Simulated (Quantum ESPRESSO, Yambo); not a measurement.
# A GW chain in Yambo: BeTe (F-43m), part 3 of 3

Wanted: ground state, empty states, screening and self-energy for BeTe (F-43m).

Quantum ESPRESSO 7.5 and Yambo 5.3.0; PBE and many-body steps on it, plane waves. Known limits of the many-body steps: not at the basis limit; coarse k mesh.

So far. Step 3 (Bands along the symmetry lines): The gap is 1.565 eV, as in the run before at this level. Step 4 (Empty states on the mesh, 4×4×4 mesh, 152 bands): On this mesh the gap is 1.565 eV.

The database entry behind the starting cell differs from later determinations by our own check (an axis about 1.5 % short against later determinations), so it need not match the best structure at ambient conditions.

**6. Screening and self-energy, 4×4×4 mesh, 152 bands, screening to 149.7 eV**

Now the one-shot GW correction: screening in the RPA, then the self-energy of the levels asked for.

This step: G0W0 on PBE with spin-orbit coupling, plane waves, norm-conserving pseudopotentials.

gw1.in

```
HF_and_locXC
gw0
dyson
ppa
em1d
rim_cut
RandQpts= 1000000
RandGvec= 1 RL
EXXRLvcs= 88 Ry
VXCRLvcs= 352 Ry
Chimod= "HARTREE"
% BndsRnXp
 1 | 152 |
%
NGsBlkXp= 11 Ry
% LongDrXp
 1 | 1 | 1 |
%
% GbndRnge
 1 | 152 |
%
DysSolver= "n"
ExtendOut
PPAPntXp= 27.21138 eV
% QPkrange
 1 | 8 | 23 | 34 |
%
```

On the command line:

```
$ OMP_NUM_THREADS=1 mpirun -n 4 yambo -F gw1.in -J gw1 -C gw1 > gw1.log
```

The log of the run:

```text
 Yambo, version 5.3.0

 [02] CORE Variables Setup
 =========================

  [... cell, symmetries and grids as in the set-up ...]

  [02.05] Energies & Occupations
  ==============================

  [X] === General ===
  [X] Electronic Temperature                        :  0.000000  0.000000 [eV K]
  [X] Bosonic    Temperature                        :  0.000000  0.000000 [eV K]
  [X] Finite Temperature mode                       : no
  [X] El. density                                   :  0.65870E+24 [cm-3]
  [X] Fermi Level                                   :  9.731280 [eV]

  [X] === Gaps and Widths ===
  [X] Conduction Band Min                           :  1.565485 [eV]
  [X] Valence Band Max                              :  0.000000 [eV]
  [X] Filled Bands                                  :  28
  [X] Empty Bands                                   :   29  152
  [X] Direct Gap                                    :  3.258947 [eV]
  [X] Direct Gap localized at k                     :  1
  [X] Indirect Gap                                  :  1.565485 [eV]
  [X] Indirect Gap between kpts                     :   1   7
  [X] Last valence band width                       :  3.670239 [eV]
  [X] 1st conduction band width                     :  3.422578 [eV]

 [03] Transferred momenta grid and indexing
 ==========================================

 IBZ Q-points                                      :   8
 BZ  Q-points                                      :   64

 K/Q-points units:
 rlu = crystal or reduced units; cc = cartesian coordinates; iku = interal k-units

 Q [1]          [rlu]:  0.000000  0.000000  0.000000
 Q [2]          [rlu]: -0.61447E-17 -0.61447E-17  0.25000
 Q [3]          [rlu]:  0.12289E-16  0.12289E-16 -0.50000
 Q [4]          [rlu]:  0.22146E-16  0.25000      0.25000
 Q [5]          [rlu]: -0.24636E-16  0.25000      0.50000
 Q [6]          [rlu]:  0.12289E-16  0.25000     -0.25000
 Q [7]          [rlu]: -0.44291E-16 -0.50000     -0.50000
 Q [8]          [rlu]:  0.250000 -0.500000 -0.250000

 [04] Coloumb potential Random Integration (RIM)
 ===============================================

  [04.01] RIM initialization
  ==========================

  * Diagonal components only detected *

  8 x (sBL volume)        :  0.108090 [a.u.]
  sBZ random points       :  1000000
  Points outside the sBZ  :   7987327
  RL volume               :  0.864716 [a.u.]
  Integrated volume       :  0.866088 [a.u.]

  [04.02] RIM integrals
  =====================

  Gamma point sphere radius             :  0.086406 [a.u.]
  Points outside the sphere             :   799513
  [Int_sBZ(q=0) 1/q^2]*(Vol_sBZ)^(-1/3) =:  7.764325
                                 should be <:  7.795600

  Summary of Coulomb integrals for non-metallic bands |Q|[au] RIM/Bare

  Q [1] 0.100000E-4 0.995988 * Q [2] 0.259879 1.065884
  Q [4] 0.300083 1.064810 * Q [6] 0.424381 1.027704
  Q [5] 0.497631 1.020409 * Q [3] 0.519759 1.018308
  Q [7] 0.600166 1.014905 * Q [8] 0.671006 1.011860

 [05] Dipoles
 ============

  [05.01] Setup: observables and procedures
  =========================================

 [06] Dynamic Dielectric Matrix (PPA)
 ====================================

 [WR./gw1//ndb.pp]---------------------------------------------------------------
  Brillouin Zone Q/K grids (IBZ/BZ)                :    8   64    8   64
  RL vectors                                       :   4909 [WF]
  Coulomb cutoff potential                         : none
  Electronic Temperature                           :  0.000000 [K]
  Bosonic    Temperature                           :  0.000000 [K]
  PPA    diel. fun.  energies                      : Perdew, Burke & Ernzerhof(X)+Perdew, Burke & Ernzerhof(C)
  wavefunctions                                    : Perdew, Burke & Ernzerhof(X)+Perdew, Burke & Ernzerhof(C)
  Global Gauge                                     : length
  X matrix size                                    :  181
  X band range                                     :    1  152
  X e/h energy range                               : -1.000000 -1.000000 [eV]
  X Time ordering                                  : R
  X Hxc Kernel                                     : HARTREE
  X Drude frequency                                :  0.000000  0.000000
  X poles                                          :  100.0000 [o/o]
  RL vectors in the sum                            :   4909
  [r,Vnl] included                                 : yes
  Field direction                                  :  0.577350E-5  0.577350E-5  0.577350E-5
  BZ energy Double Grid                            : no
  BZ energy DbGd points                            : 0
  BZ Q point size factor                           : -1.000000
  X Optical Averaged directions                    : none

 [07] Local Exchange-Correlation + Non-Local Fock
 ================================================

 [VXC] Plane waves :   31951
 [EXS] Plane waves :   4111

 QP @ state[ 1 ] K range:   1   8
 QP @ state[ 1 ] b range:   23   34

 [xc] Functional : Perdew, Burke & Ernzerhof(X)+Perdew, Burke & Ernzerhof(C)
 [xc] LIBXC used to calculate xc functional
  PP Number of Atomic Species                      :  2
  NLCC RL compoments                               :   31951
  PP Number of Atomic Species                      :  2
  NLCC RL compoments                               :   31951

 [xc] E_xc :  -22.88191 [Ha]
      E_xc :  -45.76381 [Ry]

  Local XC kind (lXC) : Perdew, Burke & Ernzerhof(X)+Perdew, Burke & Ernzerhof(C)
  Non-Local XC kind (nlXC) : Hartree-Fock

  Corrections @ K [1] :  [eV]
 <23|nlXC|23> = -15.72509  0.81659E-17 <23|lXC|23> = -13.77722 -0.72282E-16
 <24|nlXC|24> = -15.72509  0.65154E-17 <24|lXC|24> = -13.77722  0.18882E-15
 <25|nlXC|25> = -15.03854  0.87379E-17 <25|lXC|25> = -13.45541  0.23605E-16
 <26|nlXC|26> = -15.03850  0.75609E-17 <26|lXC|26> = -13.45541  0.37763E-15
 <27|nlXC|27> = -15.03854  0.90992E-17 <27|lXC|27> = -13.45541  0.94408E-16
 <28|nlXC|28> = -15.03849  0.68809E-18 <28|lXC|28> = -13.45541 -0.29502E-16
 <29|nlXC|29> = -6.200009 -0.45741E-17 <29|lXC|29> = -10.69247 -0.23602E-16
 <30|nlXC|30> = -6.200005 -0.39644E-17 <30|lXC|30> = -10.69246  0.35442E-16
 <31|nlXC|31> = -6.171246  0.45735E-18 <31|lXC|31> = -10.71572  0.94411E-16
 <32|nlXC|32> = -6.171000 -0.87610E-18 <32|lXC|32> = -10.71572 -0.82619E-16
[...]
Corrections @ K [2] :  [eV]
[...]
Corrections @ K [3] :  [eV]
[...]
Corrections @ K [4] :  [eV]
[...]
Corrections @ K [5] :  [eV]
[...]
[... 2 further k-points ...]
  Corrections @ K [8] :  [eV]
[...]
<30|nlXC|30> = -5.960286 -0.89872E-18 <30|lXC|30> = -10.31110 -0.88507E-16
 <31|nlXC|31> = -5.010806 -0.57230E-19 <31|lXC|31> = -9.876475 -0.74437E-18
 <32|nlXC|32> = -4.994681  0.19903E-17 <32|lXC|32> = -9.859898  0.82157E-16
 <33|nlXC|33> = -5.280754 -0.35473E-17 <33|lXC|33> = -10.78460 -0.20654E-16
 <34|nlXC|34> = -5.287178  0.51119E-18 <34|lXC|34> = -10.77670  0.70793E-16

  [07.01] Hartree-Fock occupations report
  =======================================

  [Hartree-Fock] === General ===
  [Hartree-Fock] Electronic Temperature             :  0.000000  0.000000 [eV K]
  [Hartree-Fock] Bosonic    Temperature             :  0.000000  0.000000 [eV K]
  [Hartree-Fock] Finite Temperature mode            : no
  [Hartree-Fock] El. density                        :  0.65870E+24 [cm-3]
  [Hartree-Fock] Fermi Level                        :  9.731280 [eV]

  [Hartree-Fock] === Gaps and Widths ===
  [Hartree-Fock] Conduction Band Min                :  5.433190 [eV]
  [Hartree-Fock] Valence Band Max                   : -1.583077 [eV]
  [Hartree-Fock] Filled Bands                       :  28
  [Hartree-Fock] Empty Bands                        :   29  152
  [Hartree-Fock] Direct Gap                         :  9.334481 [eV]
  [Hartree-Fock] Direct Gap localized at k          :  1
  [Hartree-Fock] Indirect Gap                       :  7.016267 [eV]
  [Hartree-Fock] Indirect Gap between kpts          :   1   7
  [Hartree-Fock] Last valence band width            :  4.892094 [eV]
  [Hartree-Fock] 1st conduction band width          :  3.947169 [eV]

 [08] Dyson equation: Newton solver
 ==================================

  [08.01] G0W0 (W PPA)
  ====================

  [  GW  ] Bands range     :    1  152
  [GW/PPA] G damping       :  0.100000 [eV]

  QP @ state[ 1 ] K range:   1   8
  QP @ state[ 1 ] b range:   23   34

   Sc/G bands                                       :    1  152
   Sc/G damping                                     :  0.100000 ev
   Sc bands terminator                              : no
   Sx RL components                                 :   4111

   QP @ state[ 1 ] K range                          :   1   8
   QP @ state[ 1 ] b range                          :   23   34
   GF energies kind                                 : Perdew, Burke & Ernzerhof(X)+Perdew, Burke & Ernzerhof(C)
   GF WF`s kind                                     : Perdew, Burke & Ernzerhof(X)+Perdew, Burke & Ernzerhof(C)
   Xs energies kind                                 : Perdew, Burke & Ernzerhof(X)+Perdew, Burke & Ernzerhof(C)
   Xs WF`s kind                                     : Perdew, Burke & Ernzerhof(X)+Perdew, Burke & Ernzerhof(C)

 [11] Game Over & Game summary
```

The job ended after 11 min (4 MPI ranks of Arm Neoverse V1, shared host; peak memory 3.4 GiB).

This step gave:

| Property | Result |
| --- | --- |
| G0W0 gap on the mesh | 2.242 eV |
| starting gap on the mesh | 1.565 eV |
| k of the valence top | 0, 0, 0 |
| k of the conduction bottom | 0, -0.5, -0.5 |
| least direct G0W0 gap on the computed points | 4.214 eV |
| Z at the valence top | 0.8105 |
| Z at the conduction bottom | 0.8197 |

The gap on the mesh goes from 1.57 eV to 2.24 eV, a correction of +0.68 eV.

Limits: finite bands, cutoff and mesh; coarse k mesh. v1 is the top filled band, c1 the lowest empty one. The levels before and after the correction (eV, zero at the valence-band top of each column):

|  | conduction bottom | valence top |
| --- | --- | --- |
| Kohn-Sham | 1.57 | 0.00 |
| G0W0 | 2.24 | 0.00 |

|  | level | energy (eV) |
| --- | --- | --- |
| Kohn-Sham | Γ v3-v1 | 0.000 |
| Kohn-Sham | Γ c1-c2 | 3.259 |
| Kohn-Sham | Γ c3 | 3.325 |
| Kohn-Sham | (0 -0.5 -0.5) v3 | -3.326 |
| Kohn-Sham | (0 -0.5 -0.5) v2-v1 | -2.927 |
| Kohn-Sham | (0 -0.5 -0.5) c1-c2 | 1.565 |
| Kohn-Sham | (0 -0.5 -0.5) c3 | 2.320 |
| G0W0 | Γ v3-v1 | 0.000 |
| G0W0 | Γ c1-c2 | 4.214 |
| G0W0 | Γ c3 | 4.285 |
| G0W0 | (0 -0.5 -0.5) v3 | -3.572 |
| G0W0 | (0 -0.5 -0.5) v2-v1 | -3.173 |
| G0W0 | (0 -0.5 -0.5) c1-c2 | 2.242 |
| G0W0 | (0 -0.5 -0.5) c3 | 3.086 |

**7. Where the time went**

Times are wall times on the hardware named with each run, good to a factor of about two.

| step | time | share | memory (GiB) |
| --- | --- | --- | --- |
| ground state | 24 s | 3 % | 0.49 |
| bands along the symmetry lines | 19 s | 3 % | 0.35 |
| empty states on the mesh | 23 s | 3 % | 0.63 |
| conversion and set-up | 2.9 s | 0 % | 0.25 |
| screening and self-energy | 11 min | 91 % | 3.4 |

**8. Results**

```yaml
pbe_gap: 1.57 eV, indirect
g0w0_gap_on_the_mesh: 2.24 eV
gw_settings: 4×4×4 mesh, 152 bands, screening to 149.7 eV, Godby-Needs plasmon pole
known_limits: not at the basis limit; coarse k mesh
```

What this shows: G0W0 moves the gap on the mesh from 1.57 eV to 2.24 eV (+0.68 eV), with Z of 0.81 and 0.82 at the edges. The dearest step here is «screening and self-energy». Bands and cutoff are finite, so the gap is not at the basis limit. The miss can reach some tenths of an eV and take either sign; the mesh is an error of its own. The 4×4×4 mesh is coarse for this cell, which bears on the long-range parts of exchange and screening.

[Paths, hosts, dates, memory and timing lines, banners, echoed tables and standing remarks are left out of the program output.]

[Logs are printed without paths, hosts, clocks, repeated set-up lines and the standing remarks that a program may print on its own settings, such as how far it seeks lower states.]

[Runs of the session that timed out or met a known fault of the program may be left out.]

[Hosts, paths, dates, database ids (printed as entryN), source tags and the programs' standing remarks are cut or masked in the printed files.]
